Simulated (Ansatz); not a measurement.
Molecular dynamics on a 1×2×2 supercell (20 atoms) of BaTiO3 (P4mm), relaxed with r2SCAN. Forces come from PBE in Ansatz: a Nosé-Hoover thermostat at fixed volume, 200 K, steps of 3 fs. Classical nuclei, no spin polarisation; a few dozen steps show the first response, not equilibrium.

```yaml
crystal:
  lattice:
    - [3.9723652526, 0.0, 0.0]
    - [0.0, 7.9447305053, 0.0]
    - [0.0, 0.0, 8.2244571252]
  atoms:
    - { symbol: Ba, position: [0.0, 0.0, -0.002178808] }
    - { symbol: Ti, position: [0.5, 0.25, 0.238762904] }
    - { symbol: O, position: [0.5, 0.25, 0.0172725192] }
    - { symbol: O, position: [0.5, 0.0, 0.2588216924] }
    - { symbol: O, position: [0.0, 0.25, 0.2588216924] }
    - { symbol: Ba, position: [0.0, 0.0, 0.497821192] }
    - { symbol: Ti, position: [0.5, 0.25, 0.738762904] }
    - { symbol: O, position: [0.5, 0.25, 0.5172725192] }
    - { symbol: O, position: [0.5, 0.0, 0.7588216924] }
    - { symbol: O, position: [0.0, 0.25, 0.7588216924] }
    - { symbol: Ba, position: [0.0, 0.5, -0.002178808] }
    - { symbol: Ti, position: [0.5, 0.75, 0.238762904] }
    - { symbol: O, position: [0.5, 0.75, 0.0172725192] }
    - { symbol: O, position: [0.5, 0.5, 0.2588216924] }
    - { symbol: O, position: [0.0, 0.75, 0.2588216924] }
    - { symbol: Ba, position: [0.0, 0.5, 0.497821192] }
    - { symbol: Ti, position: [0.5, 0.75, 0.738762904] }
    - { symbol: O, position: [0.5, 0.75, 0.5172725192] }
    - { symbol: O, position: [0.5, 0.5, 0.7588216924] }
    - { symbol: O, position: [0.0, 0.75, 0.7588216924] }
kpoints:
  mp_grid: { grid: [4, 2, 2] }
hamiltonian:
  xc: pbe
scf:
  occupations: { method: fermi_dirac, width: 0.02 }
md:
  ensemble: nvt_nose_hoover
  temperature: 200
  timestep: 3.0
  n_steps: 30
  initial_velocities: maxwell_boltzmann
  seed: 8292
```

Command: `ansatz run input.yaml --threads 4 --pin off --max-ram 5529MiB --backend cpu --events-out ev --progress --plain --runs-dir out`.

Q: It ran on 4 threads of Arm Neoverse V2 (shared host). About how long did it take, and how much host memory at the peak?

A: About 110 s, with a peak of 1.1 GiB.

```
step  t (fs)  T (K)  free energy F from step 0 (meV/atom)  kinetic energy (meV/atom)  largest force (eV/Å)
   0       0    200                                   0.0                       24.6                  0.12
   1       3    194                                   0.8                       23.8                  0.46
   2       6    176                                   3.0                       21.7                  0.84
   3       9    152                                   6.0                       18.7                  1.13
   4      12    127                                   9.1                       15.6                  1.29
   5      15    106                                  11.7                       13.1                  1.32
   6      18     93                                  13.4                       11.4                  1.21
   7      21     86                                  14.3                       10.5                  1.01
   8      24     85                                  14.5                       10.4                  1.01
   9      27     86                                  14.3                       10.6                  0.94
  10      30     89                                  13.9                       11.0                  0.83
  11      33     92                                  13.7                       11.3                  0.95
  12      36     93                                  13.6                       11.5                  0.95
  13      39     94                                  13.7                       11.5                  1.02
  14      42     92                                  14.0                       11.3                  1.15
  15      45     90                                  14.4                       11.1                  1.18
  16      48     88                                  14.8                       10.8                  1.26
  17      51     87                                  15.1                       10.6                  1.27
  18      54     86                                  15.4                       10.6                  1.21
  19      57     88                                  15.3                       10.8                  1.30
  20      60     93                                  14.9                       11.4                  1.39
  21      63     99                                  14.3                       12.2                  1.29
  22      66    105                                  13.8                       12.9                  1.01
  23      69    108                                  13.7                       13.2                  0.69
  24      72    106                                  14.2                       13.0                  0.74
  25      75    100                                  15.2                       12.2                  0.76
  26      78     93                                  16.4                       11.4                  0.78
  27      81     88                                  17.2                       10.8                  0.91
  28      84     88                                  17.4                       10.8                  1.06
  29      87     96                                  16.7                       11.8                  1.12
  30      90    110                                  15.2                       13.5                  1.06
```

The temperature starts at 200 K, is lowest at step 8 (85 K, 24 fs) and ends at 110 K. The thermostat hasn't had time to restore it. The atoms start on their lattice sites with kinetic energy alone, so much of it first passes into potential energy. By the last step the atoms have moved 0.08 Å in the root mean square, the drift of the whole cell taken out, 0.16 Å at most.

Positions (Å) and forces (eV/Å) at step 30:
```
Ba   0.029   0.036   0.019    -0.151  -0.494   0.085
Ti   2.004   1.904   1.983    -0.042   0.253  -0.209
O    2.032   1.957   0.133    -0.204   0.131   0.331
O    1.988   0.015   2.172    -0.044   0.361  -0.168
O    0.020   2.009   2.122    -0.089  -0.024   0.116
Ba   0.036  -0.022   4.120    -0.110   0.004  -0.299
Ti   1.993   2.007   6.056    -0.037   0.469   0.323
O    2.011   1.967   4.241    -0.047   0.084  -0.040
O    1.949  -0.018   6.310     0.283  -0.030  -0.308
O    0.003   1.817   6.240    -0.069   0.763  -0.170
Ba  -0.027   3.939  -0.112     0.156   0.229   0.561
Ti   1.929   5.878   1.968     0.172   0.024  -0.532
O    1.989   5.956   0.089    -0.056   0.105   0.249
O    1.959   4.048   2.144     0.060  -0.913   0.076
O   -0.036   5.895   2.087     0.457   0.582   0.191
Ba  -0.048   4.026   4.109     0.285  -0.097  -0.109
Ti   2.032   6.076   6.126    -0.092  -0.958  -0.203
O    2.054   5.991   4.253    -0.425   0.087   0.132
O    1.958   3.957   6.262     0.166  -1.019  -0.254
O    0.014   5.900   6.196    -0.214   0.442   0.229
```
